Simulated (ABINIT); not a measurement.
# SnSe (Fm-3m) in ABINIT: further runs

One crystal, SnSe, is run at these levels: revPBE, BLYP+D3(BJ), revPBE+D4; tasks: band structure, equation of state.

Program: ABINIT 10.8.3 (patched build). These are calculated values, not measurements. Logs are shortened: lines on timing, memory, paths and dates and some standing lists are left out, and cuts for length are marked. The log counts tension as positive stress, the text compression.

### 1 Starting point

The structure is cubic, space group Fm-3m (No. 225). Conventional cell: a = 6.020 Å, b = 6.020 Å, c = 6.020 Å, α = 90.00°, β = 90.00°, γ = 90.00°. Around Sn (site symmetry m-3m) lie 6 Se at 3.01 Å. Se (site symmetry m-3m) has 6 Sn at 3.01 Å as nearest neighbours.

Measurements of this composition are mostly on another form, of space group No. 62.

### 2 Band structure, revPBE

run.abi reads:

```
# Datasets: ground state, then fixed potential
ndtset 2

# Pseudopotentials
pp_dirpath "./"
pseudos "Sn.GGA_PBE-JTH.xml, Se.GGA_PBE-JTH.xml"

# Structure
acell 8.044153707 8.044153707 8.044153707
rprim
     0.0000000000     0.7071067812     0.7071067812
     0.7071067812     0.0000000000     0.7071067812
     0.7071067812     0.7071067812     0.0000000000
ntypat 2
znucl 50 34
natom 2
typat 1 2
xred
     0.0000000000     0.0000000000     0.0000000000
     0.5000000000     0.5000000000     0.5000000000

# Plane-wave basis
ecut 22.0
pawecutdg 44.0

# Exchange and correlation
ixc 14

# Bands and occupations
occopt 3
tsmear 0.05 eV

# SCF cycle
nstep 100

# Output
iomode 3
prtwf 0
prteig 0
prtebands 0
prtden1 1

# Dataset 1
kptopt1 1
ngkpt1 8 8 8
nshiftk1 1
shiftk1 0.0 0.0 0.0
nband1 14
tolvrs1 1.0e-9

# Dataset 2: bands along G-X-W-K-G-L-U-W-L-K
iscf2 -2
getden2 1
nband2 20
nbdbuf2 4
tolwfr2 1.0e-11
kptopt2 -9
ndivsm2 5
prteig2 1
prtvol2 -3
kptbounds2
     0.0000000000     0.0000000000     0.0000000000
     0.5000000000     0.0000000000     0.5000000000
     0.5000000000     0.2500000000     0.7500000000
     0.3750000000     0.3750000000     0.7500000000
     0.0000000000     0.0000000000     0.0000000000
     0.5000000000     0.5000000000     0.5000000000
     0.6250000000     0.2500000000     0.6250000000
     0.5000000000     0.2500000000     0.7500000000
     0.5000000000     0.5000000000     0.5000000000
     0.3750000000     0.3750000000     0.7500000000
```

Potentials or basis: JTH PAW PBE v2.0.

Command:

```bash
> abinit run.abi > log 2>&1
```

run.abo:

```text
.Version 10.8.3 of ABINIT
 DATASET    1 : space group Fm -3 m (#225); Bravais cF (face-center cubic)
================================================================================
 Values of the parameters that define the memory need for DATASET  1.
     intxc =       0    ionmov =       0      iscf =      17    lmnmax =      18
     lnmax =       6     mgfft =      36  mpssoang =       3    mqgrid =    3001
     natom =       2  nloc_mem =       2    nspden =       1   nspinor =       1
    nsppol =       1      nsym =      48    n1xccc =       1    ntypat =       2
    occopt =       3   xclevel =       2
       mpw =        1839          nfft =       46656          nkpt =          29
 PAW method is used; the additional fine FFT grid is defined by:
   mgfftf=        50    nfftf =    125000
================================================================================
================================================================================

 DATASET    2 : space group Fm -3 m (#225); Bravais cF (face-center cubic)
================================================================================
 Values of the parameters that define the memory need for DATASET  2.
     intxc =       0    ionmov =       0      iscf =      -2    lmnmax =      18
     lnmax =       6     mgfft =      36  mpssoang =       3    mqgrid =    3001
     natom =       2  nloc_mem =       2    nspden =       1   nspinor =       1
    nsppol =       1      nsym =      48    n1xccc =       1    ntypat =       2
    occopt =       3   xclevel =       2
       mpw =        1839          nfft =       46656          nkpt =          87
 PAW method is used; the additional fine FFT grid is defined by:
   mgfftf=        50    nfftf =    125000
================================================================================
================================================================================

--------------------------------------------------------------------------------
------------- Echo of variables that govern the present computation ------------
--------------------------------------------------------------------------------
 -outvars: echo values of preprocessed input variables --------
            acell      8.0441537070E+00  8.0441537070E+00  8.0441537070E+00 Bohr
              amu      1.18710000E+02  7.89600000E+01
             ecut      2.20000000E+01 Hartree
           getden1          0
           getden2          1
             iscf1         17
             iscf2         -2
              ixc          14
           jdtset        1    2
           kptopt1          1
           kptopt2         -9
         kptrlatt        8    0    0      0    8    0      0    0    8
          kptrlen1     6.43532297E+01
          kptrlen2     3.00000000E+01
            natom           2
            nband1         14
            nband2         20
           nbdbuf1          0
           nbdbuf2          4
           ndtset           2
           ndivsm1          0
           ndivsm2          5
            ngfft          36      36      36
          ngfftdg          50      50      50
             nkpt1         29
             nkpt2         87
            nstep         100
             nsym          48
           ntypat           2
           occopt           3
        pawecutdg      4.40000000E+01 Hartree
         pawxcdev           0
        prtebands           0
           prteig1          0
           prteig2          1
           prtvol1          0
           prtvol2         -3
            prtwf           0
            rprim      0.0000000000E+00  7.0710678120E-01  7.0710678120E-01
                       7.0710678120E-01  0.0000000000E+00  7.0710678120E-01
                       7.0710678120E-01  7.0710678120E-01  0.0000000000E+00
           shiftk1     0.00000000E+00  0.00000000E+00  0.00000000E+00
           shiftk2     5.00000000E-01  5.00000000E-01  5.00000000E-01
          spgroup         225
           tolvrs1     1.00000000E-09
           tolvrs2     0.00000000E+00
           tolwfr1     0.00000000E+00
           tolwfr2     1.00000000E-11
[... 248 lines left out ...]
         ecut(hartree)=     44.000   => boxcut(ratio)=   2.08244
--------------------------------------------------------------------------------

================================================================================
 Non-SCF case, kpt    1 (  0.00000  0.00000  0.00000), residuals and eigenvalues=
  6.57E-12  4.06E-12  4.66E-12  3.34E-12  4.60E-12  2.75E-12  2.03E-12  3.61E-12
  3.67E-12  7.55E-12  3.99E-12  7.59E-12  4.60E-12  4.94E-12  3.92E-12  8.96E-12
  7.85E-12  9.13E-12  6.54E-12  8.32E-12
 -6.6160E-01 -6.6160E-01 -6.6160E-01 -6.6139E-01 -6.6139E-01 -3.7490E-01
 -5.0266E-02  5.3369E-02  5.3369E-02  5.3369E-02  2.9467E-01  2.9467E-01
  2.9467E-01  3.5086E-01  3.5086E-01  3.5086E-01  4.3486E-01  4.3486E-01
  4.4189E-01  4.7780E-01
 Non-SCF case, kpt    2 (  0.03571  0.00000  0.03571), residuals and eigenvalues=
  7.38E-12  4.88E-12  4.08E-12  8.60E-12  8.24E-12  1.88E-12  5.05E-12  3.66E-12
  7.43E-12  4.50E-12  2.66E-12  7.73E-12  2.63E-12  5.74E-12  2.16E-12  7.36E-12
[... 671 lines left out ...]
  4.82E-12  2.35E-12  5.82E-12  1.61E-12  2.29E-12  2.02E-12  8.22E-12  4.60E-12
  2.53E-10  2.39E-07  1.23E-06  2.44E-05
 -6.6210E-01 -6.6154E-01 -6.6134E-01 -6.6117E-01 -6.6107E-01 -3.3134E-01
 -1.2773E-01 -4.5607E-02  2.2174E-02  5.1468E-02  2.4608E-01  2.5713E-01
  3.2451E-01  3.4252E-01  4.8737E-01  4.9309E-01  5.8369E-01  6.2183E-01
  6.3855E-01  6.8891E-01
 Non-SCF case, kpt   87 (  0.37500  0.37500  0.75000), residuals and eigenvalues=
  5.33E-12  4.35E-12  3.97E-12  9.36E-12  7.31E-12  8.64E-12  8.83E-12  7.60E-12
  5.63E-12  3.33E-12  6.31E-12  3.36E-12  2.45E-12  8.28E-12  6.05E-12  3.50E-12
  7.32E-10  7.35E-09  2.02E-07  2.37E-05
 -6.6215E-01 -6.6159E-01 -6.6130E-01 -6.6113E-01 -6.6105E-01 -3.3068E-01
 -1.2236E-01 -5.1377E-02  1.8002E-02  4.3887E-02  2.5424E-01  2.6763E-01
  3.3064E-01  3.3149E-01  4.9978E-01  5.0250E-01  5.8781E-01  6.0925E-01
  6.3985E-01  6.8023E-01

--- !ResultsGS
iteration_state: {dtset: 2, }
comment   : Summary of ground state results
lattice_vectors:
- [  0.0000000,   5.6880756,   5.6880756, ]
- [  5.6880756,   0.0000000,   5.6880756, ]
- [  5.6880756,   5.6880756,   0.0000000, ]
lattice_lengths: [   8.04415,    8.04415,    8.04415, ]
lattice_angles: [ 60.000,  60.000,  60.000, ] # degrees, (23, 13, 12)
lattice_volume:   3.6806632E+02
convergence: {deltae:  0.000E+00, res2:  0.000E+00, residm:  9.997E-12, diffor:  0.000E+00, }
etotal    :  -7.92445173E+01
entropy   :   0.00000000E+00
fermie    :   1.45587779E-01
cartesian_stress_tensor: null
pressure_GPa: null
xred      :
- [  0.0000E+00,   0.0000E+00,   0.0000E+00, Sn]
- [  5.0000E-01,   5.0000E-01,   5.0000E-01, Se]
cartesian_forces: null
force_length_stats: {min: null, max: null, mean: null, }
...

 Integrated electronic density in atomic spheres:
 ------------------------------------------------
 Atom  Sphere_radius  Integrated_density
    1        2.51086         11.76326417
    2        2.21132          3.90908639

================================================================================

 ----iterations are completed or convergence reached----

 Mean square residual over all n,k,spin=   55.010E-13; max=  99.966E-13
 reduced coordinates (array xred) for    2 atoms
       0.000000000000      0.000000000000      0.000000000000
       0.500000000000      0.500000000000      0.500000000000

 cartesian coordinates (angstrom) at end:
    1      0.00000000000000     0.00000000000000     0.00000000000000
    2      3.00999999801685     3.00999999801685     3.00999999801685
 length scales=  8.044153707000  8.044153707000  8.044153707000 bohr
              =  4.256782819857  4.256782819857  4.256782819857 angstroms
 Eigenvalues (hartree) for nkpt=  87  k points:
 kpt#   1, nband= 20, wtk=  1.00000, kpt=  0.0000  0.0000  0.0000 (reduced coord)
  -0.66160   -0.66160   -0.66160   -0.66139   -0.66139   -0.37490   -0.05027    0.05337
   0.05337    0.05337    0.29467    0.29467    0.29467    0.35086    0.35086    0.35086
   0.43486    0.43486    0.44189    0.47780
 kpt#   2, nband= 20, wtk=  1.00000, kpt=  0.0357  0.0000  0.0357 (reduced coord)
  -0.66161   -0.66160   -0.66160   -0.66140   -0.66139   -0.37445   -0.05301    0.05255
   0.05255    0.05743    0.28460    0.29376    0.29376    0.34711    0.35463    0.35463
   0.43548    0.44285    0.44714    0.48234
 kpt#   3, nband= 20, wtk=  1.00000, kpt=  0.0714  0.0000  0.0714 (reduced coord)
  -0.66161   -0.66157   -0.66157   -0.66143   -0.66138   -0.37313   -0.06007    0.05016
   0.05016    0.06821    0.26097    0.29190    0.29190    0.33780    0.36499    0.36499
   0.43733    0.45616    0.46097    0.50019
 kpt#   4, nband= 20, wtk=  1.00000, kpt=  0.1071  0.0000  0.1071 (reduced coord)
  -0.66163   -0.66154   -0.66154   -0.66147   -0.66136   -0.37095   -0.06920    0.04641
   0.04641    0.08271    0.23309    0.29052    0.29052    0.32603    0.38025    0.38025
   0.44041    0.46500    0.48025    0.53248
 kpt#   5, nband= 20, wtk=  1.00000, kpt=  0.1429  0.0000  0.1429 (reduced coord)
[... 317 lines left out ...]
   0.03297    0.07053    0.22017    0.23319    0.30093    0.37132    0.46316    0.48473
   0.57975    0.62344    0.63168    0.69420
 kpt#  85, nband= 20, wtk=  1.00000, kpt=  0.4028  0.4028  0.6944 (reduced coord)
  -0.66203   -0.66149   -0.66139   -0.66120   -0.66108   -0.33253   -0.13400   -0.03553
   0.02721    0.06033    0.23450    0.24552    0.31450    0.35617    0.47392    0.48722
   0.58379    0.62758    0.63220    0.69635
 kpt#  86, nband= 20, wtk=  1.00000, kpt=  0.3889  0.3889  0.7222 (reduced coord)
  -0.66210   -0.66154   -0.66134   -0.66117   -0.66107   -0.33134   -0.12773   -0.04561
   0.02217    0.05147    0.24608    0.25713    0.32451    0.34252    0.48737    0.49309
   0.58369    0.62183    0.63855    0.68891
 kpt#  87, nband= 20, wtk=  1.00000, kpt=  0.3750  0.3750  0.7500 (reduced coord)
  -0.66215   -0.66159   -0.66130   -0.66113   -0.66105   -0.33068   -0.12236   -0.05138
   0.01800    0.04389    0.25424    0.26763    0.33064    0.33149    0.49978    0.50250
   0.58781    0.60925    0.63985    0.68023

== END DATASET(S) ==============================================================
================================================================================

 -outvars: echo values of variables after computation  --------
            acell      8.0441537070E+00  8.0441537070E+00  8.0441537070E+00 Bohr
           etotal1    -7.9244517315E+01
            fcart1    -0.0000000000E+00 -0.0000000000E+00 -0.0000000000E+00
                      -0.0000000000E+00 -0.0000000000E+00 -0.0000000000E+00
            rprim      0.0000000000E+00  7.0710678120E-01  7.0710678120E-01
                       7.0710678120E-01  0.0000000000E+00  7.0710678120E-01
                       7.0710678120E-01  7.0710678120E-01  0.0000000000E+00
           strten1    -7.0965939984E-05 -7.0965939984E-05 -7.0965939984E-05
                       0.0000000000E+00  0.0000000000E+00  0.0000000000E+00
           xangst      0.0000000000E+00  0.0000000000E+00  0.0000000000E+00
                       3.0099999980E+00  3.0099999980E+00  3.0099999980E+00
             xred      0.0000000000E+00  0.0000000000E+00  0.0000000000E+00
                       5.0000000000E-01  5.0000000000E-01  5.0000000000E-01
 Calculation completed.
```

Wall time 61 s (1 thread of Arm Neoverse V2, shared host); peak memory 0.15 GiB.

What came out:

```
Free energy                                           : -2156.3532 eV
Pressure                                              : 2.1 GPa
Band gap along the path                               : 0.08 eV, direct
Valence electrons inside the program's atomic spheres : Sn 11.76; Se 3.91
```

Levels at the corners of the path, in eV from the valence-band top:
| point | band 7 | band 8 | band 9 | band 10 | band 11 | band 12 | band 13 | band 14 |
| --- | --- | --- | --- | --- | --- | --- | --- | --- |
| Γ | -5.20 | -2.38 | -2.38 | -2.38 | 4.18 | 4.18 | 4.18 | 5.71 |
| X | -6.16 | -5.64 | -3.82 | -3.82 | 2.89 | 5.20 | 5.20 | 5.82 |
| W | -7.07 | -4.88 | -4.88 | -0.99 | 1.34 | 4.61 | 4.61 | 7.10 |
| K | -7.17 | -5.24 | -3.35 | -2.64 | 3.08 | 3.45 | 5.16 | 5.18 |
| Γ | -5.20 | -2.38 | -2.38 | -2.38 | 4.18 | 4.18 | 4.18 | 5.71 |
| L | -8.21 | -2.14 | -2.14 | -0.14 | 0.42 | 1.08 | 1.08 | 8.15 |
| U | -7.17 | -5.24 | -3.35 | -2.64 | 3.08 | 3.45 | 5.16 | 5.18 |
| W | -7.07 | -4.88 | -4.88 | -0.99 | 1.34 | 4.61 | 4.61 | 7.10 |
| L | -8.21 | -2.14 | -2.14 | -0.14 | 0.42 | 1.08 | 1.08 | 8.15 |
| K | -7.17 | -5.24 | -3.35 | -2.64 | 3.08 | 3.45 | 5.16 | 5.18 |

Caveat: the PAW data sets were made with another functional, which shifts forces and pressure a little; spin-orbit coupling is left out, which moves the levels of the heavy elements.

(Continued in part 2 of 2.)
